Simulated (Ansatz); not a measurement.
Below is a relaxed structure of Ge. The cell was found from a structure generator's guess, not taken from experiment.

Method: DFT PBE, scalar-relativistic, plane waves, PAW (Ansatz 0.2.0). Cutoff 420 eV, Γ-centred mesh, Gaussian smearing, no spin polarisation.

```
Ge
1.0
     6.41240    0.00000    0.00000
    -3.20620    5.55330    0.00000
     0.00000    0.00000    3.96763
Ge
6
Cartesian
  1.9850 3.4381 0.6613
  2.4425 0.0000 1.9838
  -1.2212 2.1152 3.3064
  -1.9850 3.4381 1.3225
  1.2212 2.1152 2.6451
  3.9699 0.0000 0.0000
```

Energies count from the standard state of Ge at the same level.

Task: Find its symmetry and describe it.

Result: P6_122 (No. 178). Conventional cell: a = 6.412 Å, c = 3.968 Å. Ge is surrounded by 4 Ge at 2.50–2.53 Å.

Task: How far does it lie from the standard state of Ge?

Result: +0.13 eV/atom. It lies above the standard state, so it could only be metastable.

Task: Is it a metal?

Result: There is no gap on the 6×6×10 mesh, but valence and conduction bands meet within 0.015 eV, so at this level it has a zero gap rather than a metal's Fermi surface.

Task: From what recipe could a structure generator have reached it?

Result: One such recipe: 4-connected net of one element (P6_122, No. 178). Other recipes can lead to the same cell.

The last run used a 6×6×10 mesh (in the run's order of axes) for its 6-atom cell and Gaussian smearing of 0.10 eV. The zero gap may come from the functional, which often closes small gaps. Symmetry constrained the relaxation, so the result can be a saddle point. Another cell of Ge relaxed alike, in R-3m, lies 117 meV/atom lower, so this cell isn't the stable form at this level.
